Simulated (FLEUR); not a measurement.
# TiC (Fm-3m) in FLEUR: notebook, part 2 of 3

FLEUR MaX-R8.1 (later development tree). The steps go on from the part before.

## 4. Single point, RPBE, spin-orbit coupling, no magnetisation

File inp.xml:

```xml
<?xml version="1.0" encoding="UTF-8" standalone="no"?>
<fleurInput fleurInputVersion="0.39">
   <comment>
      TiC                                                                                                 
   </comment>
   <calculationSetup>
      <cutoffs Kmax="4.27" Gmax="13.2" GmaxXC="13.2" numbands="all"/>
      <scfLoop itmax="60" minDistance="0.00001" maxIterBroyd="15" imix="Anderson" alpha="0.05" precondParam="0.0" spinf="2.0" sdNocoIR="T"/>
      <coreElectrons ctail="T" frcor="F" kcrel="0" coretail_lmax="0"/>
      <xcFunctional name="Rpbe" relativisticCorrections="F"/>
      <magnetism jspins="1"/>
      <soc l_soc="T" theta="0.0" phi="0.0" spav="F"/>
      <expertModes spex="0" secvar="F"/>
      <geometryOptimization l_f="F" forcealpha="1.0" forcemix="BFGS" epsdisp="0.00001" epsforce="0.00001"/>
      <ldaU l_linMix="F" mixParam="0.05" spinf="1.0"/>
   </calculationSetup>
   <cell>
      <bzIntegration valenceElectrons="16.0" mode="hist" fermiSmearingEnergy="0.00183747">
         <kPointListSelection listName="default-1"/>
         <!-- k-points included here -->
         <xi:include xmlns:xi="http://www.w3.org/2001/XInclude" href="kpts.xml"> </xi:include>
      </bzIntegration>
      <!-- symmetry operations included here -->
      <xi:include xmlns:xi="http://www.w3.org/2001/XInclude" href="sym.xml"> </xi:include>
      <bulkLattice scale="1.0">
         <bravaisMatrix>
            <row-1>    0.0000000000000000     4.0926154774783940     4.0926154774783940</row-1>
            <row-2>    4.0926154774783940     0.0000000000000000     4.0926154774783940</row-2>
            <row-3>    4.0926154774783940     4.0926154774783940     0.0000000000000000</row-3>
         </bravaisMatrix>
      </bulkLattice>
   </cell>
   <atomSpecies>
      <species name="Titanium (Ti)" element="Ti" atomicNumber="22">
         <mtSphere radius="2.15" gridPoints="711" logIncrement="0.017"/>
         <atomicCutoffs lmax="9" lnonsphr="7"/>
         <electronConfig flipSpins="F">
            <coreConfig>(1s1/2) (2s1/2) (2p1/2) (2p3/2)</coreConfig>
            <valenceConfig>(3s1/2) (3p1/2) (3p3/2) (4s1/2) (3d3/2) (3d5/2)</valenceConfig>
            <stateOccupation state="(3d3/2)" spinUp="0.400000" spinDown="0.400000"/>
            <stateOccupation state="(3d5/2)" spinUp="0.600000" spinDown="0.600000"/>
         </electronConfig>
         <energyParameters s="4" p="4" d="3" f="4"/>
         <lo type="SCLO" l="0" n="3" eDeriv="0"/>
         <lo type="SCLO" l="1" n="3" eDeriv="0"/>
         <lo type="SCLO" l="1" n="3" eDeriv="1"/>
         <lo type="SCLO" l="2" n="3" eDeriv="2"/>
         <lo type="SCLO" l="3" n="4" eDeriv="2"/>
      </species>
      <species name="Carbon (C)" element="C" atomicNumber="6">
         <mtSphere radius="1.64" gridPoints="543" logIncrement="0.019"/>
         <atomicCutoffs lmax="8" lnonsphr="6"/>
         <electronConfig flipSpins="F">
            <coreConfig>(1s1/2)</coreConfig>
            <valenceConfig>(2s1/2) (2p1/2) (2p3/2)</valenceConfig>
            <stateOccupation state="(2p1/2)" spinUp="0.333333" spinDown="0.333333"/>
            <stateOccupation state="(2p3/2)" spinUp="0.666667" spinDown="0.666667"/>
         </electronConfig>
         <energyParameters s="2" p="2" d="3" f="4"/>
         <lo type="SCLO" l="0" n="2" eDeriv="2"/>
         <lo type="SCLO" l="1" n="2" eDeriv="2"/>
         <lo type="SCLO" l="2" n="3" eDeriv="2"/>
      </species>
   </atomSpecies>
   <atomGroups>
      <atomGroup species="Titanium (Ti)">
         <relPos label="                   1">.0000000000 .0000000000 .0000000000</relPos>
         <force calculate="T" relaxXYZ="TTT"/>
      </atomGroup>
      <atomGroup species="Carbon (C)">
         <relPos label="                   2">1.000/2.000 1.000/2.000 1.000/2.000</relPos>
         <force calculate="T" relaxXYZ="TTT"/>
      </atomGroup>
   </atomGroups>
   <output dos="F" band="F" slice="F">
      <checks vchk="F" cdinf="F"/>
      <bandDOS minEnergy="-.5*Htr" maxEnergy="0.5*Htr" sigma="0.015" storeEVData="T"/>
      <vacuumDOS vacdos="F" integ="F" star="F" nstars="0" locx1="0.0" locy1="0.0" locx2="0.0" locy2="0.0" nstm="0" tworkf="0.0"/>
      <unfoldingBand unfoldBand="F" supercellX="1" supercellY="1" supercellZ="1"/>
      <plotting iplot="0" polar="F">
         <plot TwoD="T" vec1="  1.0  0.0  0.0" vec2="  0.0  1.0  0.0" vec3="  0.0  0.0  1.0" zero="  0.0  0.0  0.0" file="plot"/>
      </plotting>
      <chargeDensitySlicing numkpt="0" minEigenval="0.0" maxEigenval="0.0" nnne="0" pallst="F"/>
      <specialOutput eonly="F"/>
      <moessbauerParams electricFieldGradient="T" isomerShift="T" coreHyperfine="T" valenceHyperfine="T"/>
      <magneticCircularDichroism mcd="F" energyLo="-10.0" energyUp="0.0"/>
   </output>
  <!-- We include the file relax.xml here to enable relaxations (see documentation) -->
  <xi:include xmlns:xi="http://www.w3.org/2001/XInclude" href="relax.xml"> <xi:fallback/> </xi:include>
</fleurInput>
```

File crystal.txt:

```
TiC
&input cartesian=F /
0.0000000000  2.1657188437  2.1657188437
2.1657188437  0.0000000000  2.1657188437
2.1657188437  2.1657188437  0.0000000000
1.8897261246
1.0 1.0 1.0

2
22 0.0000000000  0.0000000000  0.0000000000
6 0.5000000000  0.5000000000  0.5000000000

&soc 0.0 0.0 /
&kpt div1=7 div2=7 div3=7 gamma=T /
```

Potentials or basis: all-electron, FLAPW.

Launch:

```sh
> inpgen -f crystal.txt -profile fastHighL
> # inp.xml edited to the form shown
> fleur_MPI
```

What it wrote:

```text
Welcome to FLEUR        (www.flapw.de)
      MaX-Release 8.1          (www.max-centre.eu)

 ========== k-point set info ==========
 Selected k-point list: default-1
 k-point list type: mesh
 7 x 7 x 7
 Number of k points: 52

 ------------Calculation Setup---------------------------
 Number of MPI-tasks      :            1
 Number of PE/node        :            1
 Number of OMP-threads    :            1
 Most efficient MPI parallelization for:
           1           2           4          13          26          52
 Additional eigenvalue parallelization possible
 Number of basis functions:          260
 Approximate size of matrices (H+S) per k-point:         0.001 GB
 --------------------------------------------------------
Nuclear radius smaller than smallest radial mesh point for atom type 2 -- skipping its core isomer shift
Nuclear radius smaller than smallest radial mesh point for atom type 2 -- skipping its isomer shift
 Iteration:     1   Distance:      29.62100872 me/bohr^3
Nuclear radius smaller than smallest radial mesh point for atom type 2 -- skipping its core isomer shift
Nuclear radius smaller than smallest radial mesh point for atom type 2 -- skipping its isomer shift
 Iteration:     2   Distance:      24.24017590 me/bohr^3
Nuclear radius smaller than smallest radial mesh point for atom type 2 -- skipping its core isomer shift
Nuclear radius smaller than smallest radial mesh point for atom type 2 -- skipping its isomer shift
 Iteration:     3   Distance:       8.15419544 me/bohr^3
Nuclear radius smaller than smallest radial mesh point for atom type 2 -- skipping its core isomer shift
Nuclear radius smaller than smallest radial mesh point for atom type 2 -- skipping its isomer shift
 Iteration:     4   Distance:       7.55620123 me/bohr^3
Nuclear radius smaller than smallest radial mesh point for atom type 2 -- skipping its core isomer shift
Nuclear radius smaller than smallest radial mesh point for atom type 2 -- skipping its isomer shift
 Iteration:     5   Distance:       1.61183873 me/bohr^3
Nuclear radius smaller than smallest radial mesh point for atom type 2 -- skipping its core isomer shift
Nuclear radius smaller than smallest radial mesh point for atom type 2 -- skipping its isomer shift
 Iteration:     6   Distance:       1.17724549 me/bohr^3
Nuclear radius smaller than smallest radial mesh point for atom type 2 -- skipping its core isomer shift
Nuclear radius smaller than smallest radial mesh point for atom type 2 -- skipping its isomer shift
 Iteration:     7   Distance:       0.38146397 me/bohr^3
Nuclear radius smaller than smallest radial mesh point for atom type 2 -- skipping its core isomer shift
Nuclear radius smaller than smallest radial mesh point for atom type 2 -- skipping its isomer shift
 Iteration:     8   Distance:       0.60105881 me/bohr^3
Nuclear radius smaller than smallest radial mesh point for atom type 2 -- skipping its core isomer shift
Nuclear radius smaller than smallest radial mesh point for atom type 2 -- skipping its isomer shift
 Iteration:     9   Distance:       0.02129792 me/bohr^3
Nuclear radius smaller than smallest radial mesh point for atom type 2 -- skipping its core isomer shift
Nuclear radius smaller than smallest radial mesh point for atom type 2 -- skipping its isomer shift
 Iteration:    10   Distance:       0.03324344 me/bohr^3
Nuclear radius smaller than smallest radial mesh point for atom type 2 -- skipping its core isomer shift
Nuclear radius smaller than smallest radial mesh point for atom type 2 -- skipping its isomer shift
 Iteration:    11   Distance:       0.00760094 me/bohr^3
Nuclear radius smaller than smallest radial mesh point for atom type 2 -- skipping its core isomer shift
Nuclear radius smaller than smallest radial mesh point for atom type 2 -- skipping its isomer shift
 Iteration:    12   Distance:       0.00569400 me/bohr^3
Nuclear radius smaller than smallest radial mesh point for atom type 2 -- skipping its core isomer shift
Nuclear radius smaller than smallest radial mesh point for atom type 2 -- skipping its isomer shift
 Iteration:    13   Distance:       0.00010885 me/bohr^3
Nuclear radius smaller than smallest radial mesh point for atom type 2 -- skipping its core isomer shift
Nuclear radius smaller than smallest radial mesh point for atom type 2 -- skipping its isomer shift
 Iteration:    14   Distance:       0.00009025 me/bohr^3
Nuclear radius smaller than smallest radial mesh point for atom type 2 -- skipping its core isomer shift
Nuclear radius smaller than smallest radial mesh point for atom type 2 -- skipping its isomer shift
 Iteration:    15   Distance:       0.00000567 me/bohr^3

 ********************************************************************
 Run finished successfully
 Stop message:
   all done
 ********************************************************************
```

It took 5.7 min on 1 thread of Arm Neoverse V2, shared host; peak memory 0.18 GiB.

Results:

```yaml
Free_energy: -24277.6618 eV
Band_gap_on_the_k_mesh: none (metal or under the smearing width)
Valence_electrons_inside_the_program's_atomic_spheres: Ti 9.89; C 2.85 (radii Ti 2.15, C 1.64 bohr)
```

Levels at points of the mesh, in eV from the Fermi level:
```csv
k point,band 14,band 15,band 16,band 17,band 18,band 19
"(0.00, 0.00, 0.00)",0.86,0.88,0.88,1.72,1.72,1.75
```

Core levels (eV from the Fermi level):
```csv
atom,levels
1 Ti,"1s1/2 -4862.2, 2s1/2 -530.7, 2p1/2 -441.4, 2p3/2 -435.6"
2 C,1s1/2 -264.4
```

[end of part 2 of 3]
